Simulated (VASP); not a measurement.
# GeSe5 (P1) in VASP: single point with LDA

Aim: the single point of GeSe5 with LDA.

All numbers are computed with VASP 6.6.1; they aren't measurements. Logs are shortened: lines on timing, memory, paths and dates and some standing lists are left out, and cuts for length are marked.

**1. The structure**

The typed cell holds 12 atoms: a = 7.443 Å, b = 7.250 Å, c = 7.973 Å, α = 93.90°, β = 89.72°, γ = 58.50°.

The cell was built by a generator and needn't be a form met in nature.

**2. Single point, LDA**

INCAR reads:

```
SYSTEM = GeSe5
PREC = Accurate
ENCUT = 520
EDIFF = 1E-6
ISMEAR = -1
SIGMA = 0.1
LREAL = .False.
LASPH = .True.
NELM = 100
ALGO = Fast
ISIF = 2
LWAVE = .False.
LCHARG = .False.
GGA = CA
NELECT = 90.0
NBANDS = 56
```

KPOINTS reads:

```
Automatic mesh
0
Gamma
  3 3 3
  0 0.5 0
```

POSCAR reads:

```
GeSe5
1.0
    3.6876115900      6.4656153600      0.0191489600
   -3.4880463000      6.3503961200     -0.2520456200
    0.2900230800     -0.1437980300      7.9664079300
Se Ge
10 2
Direct
    0.3572640000      0.3338930000      0.5426580000
    0.6827170000      0.6475180000      0.0315560000
    0.3319610000      0.3287710000      0.9611090000
    0.6919350000      0.6602290000      0.4583170000
    0.1474520000      0.1602060000      0.2445620000
    0.8513560000      0.3084310000      0.7346320000
    0.6851400000      0.1624230000      0.2476880000
    0.8472190000      0.8266660000      0.7473790000
    0.1655430000      0.6819510000      0.2507900000
    0.3007950000      0.8629510000      0.7595460000
    0.3283680000      0.3254230000      0.2557240000
    0.6517840000      0.6591100000      0.7315740000
```

Potentials or basis: VASP PAW LDA potentials, release 64 (Se, Ge_d).

Started as:

```sh
$ cat potpaw_LDA.64/Se/POTCAR potpaw_LDA.64/Ge_d/POTCAR > POTCAR
$ mpirun -np 1 vasp_std > vasp.out
```

OUTCAR:

```text
SYSTEM = GeSe5
   PREC = Accurate
   ENCUT = 520
   EDIFF = 1E-6
   ISMEAR = -1
   LREAL = .False.
   LASPH = .True.
   NELM = 100
   ISIF = 2
   GGA = CA
   NELECT = 90.0

 ion  position               nearest neighbor table
   1  0.357  0.334  0.543-  11 2.30
   2  0.683  0.648  0.032-  12 2.41
   3  0.332  0.329  0.961-  11 2.35
   4  0.692  0.660  0.458-  12 2.20
   5  0.147  0.160  0.245-  11 2.22
   6  0.851  0.308  0.735-  12 2.18
   7  0.685  0.162  0.248-  11 2.27
   8  0.847  0.827  0.747-  12 2.33
   9  0.166  0.682  0.251-  11 2.21
  10  0.301  0.863  0.760-  12 2.23
  11  0.328  0.325  0.256-   9 2.21   5 2.22   7 2.27   1 2.30   3 2.35
  12  0.652  0.659  0.732-   6 2.18   4 2.20  10 2.23   8 2.33   2 2.41

  LATTYP: Found a triclinic cell.
 ALAT       =     7.1817050989
 B/A-ratio  =     1.0364281078
 C/A-ratio  =     1.1101795713
 COS(alpha) =     0.0049253660
 COS(beta)  =     0.0737864777
 COS(gamma) =     0.5090416357

  Lattice vectors:

 A1 = (   7.1756578900,   0.1152192400,   0.2711945800)
 A2 = (   3.6876115900,   6.4656153600,   0.0191489600)
 A3 = (   0.2900230800,  -0.1437980300,   7.9664079300)

Analysis of symmetry for initial positions (statically):
=====================================================================
 Subroutine PRICEL returns:
 Original cell was already a primitive cell.

 Routine SETGRP: Setting up the symmetry group for a
 triclinic supercell.

 Subroutine GETGRP returns: Found  1 space group operations
 (whereof  1 operations were pure point group operations)
 out of a pool of  2 trial point group operations.

The static configuration has the point symmetry C_1 .

Analysis of symmetry for dynamics (positions and initial velocities):
=====================================================================
 Subroutine PRICEL returns:
 Original cell was already a primitive cell.

 Routine SETGRP: Setting up the symmetry group for a
 triclinic supercell.

 Subroutine GETGRP returns: Found  1 space group operations
 (whereof  1 operations were pure point group operations)
 out of a pool of  2 trial point group operations.

The dynamic configuration has the point symmetry C_1 .

 Subroutine INISYM returns: Found  1 space group operations
 (whereof  1 operations are pure point group operations),
[... 113 lines left out ...]
   POTIM  = 0.5000    time-step for ionic-motion
   TEBEG  =    0.0;   TEEND  =   0.0 temperature during run
   PSTRESS=    0.0 pullay stress
   NELECT =      90.0000    total number of electrons
   NUPDOWN=      -1.0000    fix difference up-down
   EMIN   =  10.00;   EMAX   =-10.00  energy-range for DOS
   EFERMI =   0.00;   METHOD = LEGACY
   ISMEAR =    -1;   SIGMA  =   0.10  broadening in eV -4-tet -1-fermi 0-gaus
   EFERMI_NEDOS =   21; number of points for ismear=-14 and -15
   IALGO  =     68    algorithm
   IMIX   =      4    mixing-type and parameters
     AMIX     =   0.40;   BMIX     =  1.00
     AMIX_MAG =   1.60;   BMIX_MAG =  1.00
  volume/ion in A,a.u.               =      30.47       205.59
  Fermi-wavevector in a.u.,A,eV,Ry     =   1.026029  1.938913 14.323327  1.052735
  Thomas-Fermi vector in A             =   2.159900
   LORBIT       =      0    0 simple, 1 ext, 2 COOP (PROOUT), +10 PAW based schemes
   GGA     = CA    functional components
   LHFCALC =     F    Hartree Fock is set to
   AEXX    =    0.0000 exact exchange contribution
   IVDW    =     0    specifies the selected vdW correction
   LEPSILON=     F    determine dielectric tensor
   LRPA    =     F    only Hartree local field effects (RPA)
 non-spin polarized calculation
 RMM-DIIS sequential band-by-band and
  energy-cutoff  :      520.00
  volume of cell :      365.59
 maximum number of plane-waves:      9859
   NGX = 27   NGY = 27   NGZ = 29

 number of electron      89.9999997 magnetization

 Free energy of the ion-electron system (eV)
  ---------------------------------------------------
  ext. energy  EPLUGINS =         0.00000000
  ---------------------------------------------------
  free energy    TOTEN  =       -39.03353751 eV

  energy without entropy =      -38.47388912  energy(sigma->0) =      -38.75371332

 E-fermi :   1.3107     XC(G=0):  -8.8420

 val. band max:        1.3015368390   @ k =  -0.3333   0.1667   0.3333
 cond. band min:       1.3190099918   @ k =  -0.3333  -0.1667   0.3333
 fundamental gap:      0.0174731528
 Fermi energy:         1.3106549077

 k-point     1 :       0.0000    0.1667   -0.0000
  band No.  band energies     occupation
      1     -23.7213      2.00000
      2     -23.6839      2.00000
      3     -23.6530      2.00000
      4     -23.6363      2.00000
      5     -23.6296      2.00000
      6     -23.6143      2.00000
[... 815 lines left out ...]
     55       6.9936      0.00000
     56       7.0496      0.00000

------------------------ aborting loop because EDIFF is reached ----------------------------------------

  FORCE on cell =-STRESS in cart. coord.  units (eV):
  Direction    XX          YY          ZZ          XY          YZ          ZX
  --------------------------------------------------------------------------------------
  -------------------------------------------------------------------------------------
  Total       18.8292288     16.3297189     22.8518073     -0.7502845     -2.8176441      4.7691515
  in kB       82.5191272     71.5650210    100.1480844     -3.2881229    -12.3483299     20.9008148
  external PRESSURE =      84.7440775 kB  Pullay stress =       0.0000000 kB

 VOLUME and BASIS-vectors are now :
 -----------------------------------------------------------------------------
  energy-cutoff  :      520.00
  volume of cell :      365.59
      direct lattice vectors                 reciprocal lattice vectors
     3.687611590  6.465615360  0.019148960     0.138281353  0.075807522 -0.003665869
    -3.488046300  6.350396120 -0.252045620    -0.140898748  0.080340978  0.006579724
     0.290023080 -0.143798030  7.966407930    -0.004790221  0.002359653  0.125744074

 POSITION                                       TOTAL-FORCE (eV/Angst)
 -----------------------------------------------------------------------------------
      0.31020      4.35225      4.24572         0.544139      0.504145      2.056888
      0.26817      8.52164      0.10126         0.521658     -0.070523      1.230915
      0.35612      4.09595      7.58008        -0.389689      0.150970     -1.736230
      0.38160      8.60060      3.49798         0.163194      0.991724     -3.408613
      0.05587      1.93557      1.91072        -0.059111     -1.773626     -0.134761
      2.27671      7.35756      5.79094         2.138726     -1.178322      0.856676
      2.03183      5.42569      1.94537         0.906197      0.509232      0.484310
      0.45752     10.61998      5.76179        -0.014455      0.520004     -0.289196
     -1.69548      5.36493      1.82918        -1.504044      0.936853     -0.764556
     -1.68051      7.31568      5.83911        -1.502551     -0.678264      0.300076
      0.14997      4.15289      1.96147         0.496772     -0.395624      0.048134
      0.31669      8.29460      5.67437        -1.300837      0.483431      1.356357
 -----------------------------------------------------------------------------------
    total drift:                                0.001792     -0.001274     -0.000822

  FREE ENERGIE OF THE ION-ELECTRON SYSTEM (eV)
  ---------------------------------------------------
  free  energy   TOTEN  =       -39.0335375136 eV

  energy  without entropy=      -38.4738891240  energy(sigma->0) =      -38.75371332
```

OSZICAR:

```text
N       E                     dE             d eps       ncg     rms          rms(c)
DAV:   1     0.855883600222E+03    0.85588E+03   -0.37591E+04  2080   0.203E+03
DAV:   2     0.928104142321E+02   -0.76307E+03   -0.73812E+03  1776   0.557E+02
DAV:   3    -0.319722571430E+02   -0.12478E+03   -0.12170E+03  1864   0.159E+02
DAV:   4    -0.397178410212E+02   -0.77456E+01   -0.75236E+01  1784   0.489E+01
DAV:   5    -0.399406791450E+02   -0.22284E+00   -0.22242E+00  1928   0.780E+00    0.115E+01
RMM:   6    -0.393268209519E+02    0.61386E+00   -0.15355E+00  2096   0.351E+00    0.674E+00
RMM:   7    -0.392865888709E+02    0.40232E-01   -0.66950E-01  2241   0.251E+00    0.464E+00
RMM:   8    -0.390585064473E+02    0.22808E+00   -0.33848E-01  2174   0.185E+00    0.120E+00
RMM:   9    -0.390423687630E+02    0.16138E-01   -0.71540E-02  2379   0.985E-01    0.701E-01
RMM:  10    -0.390352122842E+02    0.71565E-02   -0.15470E-02  2232   0.473E-01    0.301E-01
RMM:  11    -0.390339148495E+02    0.12974E-02   -0.53854E-03  2232   0.268E-01    0.179E-01
RMM:  12    -0.390335968854E+02    0.31796E-03   -0.15325E-03  2236   0.144E-01    0.104E-01
RMM:  13    -0.390335437135E+02    0.53172E-04   -0.44276E-04  2384   0.742E-02    0.554E-02
RMM:  14    -0.390335430700E+02    0.64346E-06   -0.12884E-04  2332   0.376E-02    0.270E-02
RMM:  15    -0.390335392747E+02    0.37952E-05   -0.29923E-05  2218   0.191E-02    0.139E-02
RMM:  16    -0.390335381747E+02    0.11000E-05   -0.81269E-06  2092   0.102E-02    0.695E-03
RMM:  17    -0.390335375136E+02    0.66113E-06   -0.31564E-06  1652   0.598E-03
   1 F= -.39033538E+02 E0= -.38753713E+02  d E =-.559648E+00
```

stdout:

```text
POSCAR found type information on POSCAR SeGe
 POSCAR found :  2 types and      12 ions
 scaLAPACK will be used
 LDA part: xc-table for (Slater(with rela. corr.)+CA(PZ))
 , standard interpolation
 POSCAR, INCAR and KPOINTS ok, starting setup
 FFT: planning ... GRIDC
 FFT: planning ... GRID_SOFT
 FFT: planning ... GRID
 WAVECAR not read
 entering main loop
 the old and the new charge density differ
 old charge density:    88.00000 new   90.00000
    0.115E+01
WARNING in EDDRMM: call to ZHEGV failed, returncode =   8  4     52
WARNING in EDDRMM: call to ZHEGV failed, returncode =   6  3     52
```

Run time: 3.8 min. Hardware: 1 thread of Intel Xeon 6975P-C (Granite Rapids), shared host; peak memory 0.45 GiB.

What came out:

```yaml
Free_energy: -39.0335 eV
Largest_force: 3.554 eV/Å
Band_gap_on_the_k_mesh: none (metal or under the smearing width)
```

Forces in eV/Å, atoms in the order of the input:
```
Se   0.544  0.504  2.057
Se   0.522 -0.071  1.231
Se  -0.390  0.151 -1.736
Se   0.163  0.992 -3.409
Se  -0.059 -1.774 -0.135
Se   2.139 -1.178  0.857
Se   0.906  0.509  0.484
Se  -0.014  0.520 -0.289
Se  -1.504  0.937 -0.765
Se  -1.503 -0.678  0.300
Ge   0.497 -0.396  0.048
Ge  -1.301  0.483  1.356
```

Levels at points of the mesh, in eV from the Fermi level:
```
           k point  band 43  band 44  band 45  band 46  band 47  band 48
(0.00, 0.50, 0.00)    -0.47    -0.23    -0.16    -0.03     0.17     0.31
```

Caveat: the cell carries a net charge on a neutralising background, which shifts energy and pressure; the cell is charged against a uniform background, so pressure and absolute levels hang on convention; forces of over 1 eV/Å show positions far from the minimum, so gaps and moduli don't describe the material at rest.
